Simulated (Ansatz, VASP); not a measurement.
One calculation of TiB5, two programs

```
Ti B
1.0
     4.27959    0.00000    0.00000
    -2.13980    3.70623    0.00000
     0.00000    0.00000    3.48243
Ti B
1 5
Direct
  0.00000 0.00000 0.00000
  0.00000 0.50000 0.50000
  0.33333 0.66667 0.00000
  0.66667 0.33333 0.00000
  0.50000 0.00000 0.50000
  0.50000 0.50000 0.50000
```

Change from the starting cell: species swapped into the ErNi5 type (P6/mmm, No. 191).

Alike in both runs: task relaxation of cell and atoms; functional PBE; k mesh 6 × 6 × 6; occupations gaussian, width 0.1 eV; no spin polarisation.

|  | VASP | Ansatz |
| --- | --- | --- |
| version | VASP 6.6.1 | Ansatz 0.2.0 |
| potentials or method | VASP PAW PBE potentials, release 64 (Ti_sv, B) | scalar-relativistic, plane waves, PAW |
| plane-wave cutoff (eV) | 600 | 420 |
| valence electrons in the cell | 27 | 27 |

```csv
,VASP,Ansatz,Ansatz less VASP
"gap on the k mesh at the Fermi level, each at its own relaxed structure (eV)",none,none,-
relaxed volume (Å³/atom),7.22,7.23,+0.004
relaxed cell length with the largest relative difference (Å),2.889,2.887,-0.0018
energy change over the relaxation (meV/atom),-428,-428,-0.1
```

A gap of «none» marks a metal or a gap that the smearing closes.

Caveats: the volume moved by over 15 % at a fixed basis, so the end points are rough.
